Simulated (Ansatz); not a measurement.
Runs of Ansatz 0.2.0 on HgSe. Symmetry: F-43m, No. 216, cubic system. The conventional cell has a = 6.078 Å, b = 6.078 Å, c = 6.078 Å, α = 90.00°, β = 90.00°, γ = 90.00°. Around Hg (site symmetry -43m) lie 4 Se at 2.63 Å. Se (site symmetry -43m) is surrounded by 4 Hg at 2.63 Å. 

```tsv
task	level	cell	k mesh	cutoff (eV)	smearing	gap on the mesh (eV)	pressure (GPa)
elastic constants	LDA	as given	6 × 6 × 6	300	fermi-dirac 0.05 eV	none	-0.3
single point	PBEsol	as given	8 × 8 × 8	278	gaussian 0.05 eV	none	(a)
phonons	PBEsol	as given	6 × 6 × 6	300	fermi-dirac 0.05 eV	none	-
relaxation of cell and atoms	revPBE+D3(BJ)	relaxed	8 × 8 × 8	-	fermi-dirac 0.05 eV	-	0.0
band structure	BLYP	as given	8 × 8 × 8	278	fermi-dirac 0.05 eV	-	8.4
```

Alike in all rows: potentials or basis all-electron LAPW, scalar-relativistic; no spin polarisation; basis error allowed 0.001 eV/atom.

Estimate the missing entries.

(a) 1.5.

Caveats: the k mesh is thin for a metal, which can move the energy by tens of meV per atom (some runs); a metal's response needs a denser mesh (some runs); elastic constants of metals need much finer meshes, so these are rough (some runs); spin-orbit coupling is left out, which moves the levels of the heavy elements (some runs).

A k mesh can miss the band edges, and the runs leave out spin-orbit coupling on Hg, Se.

A gap of «none» marks a metal or a gap under the smearing width.

Runs at the PBE level aren't shown here.
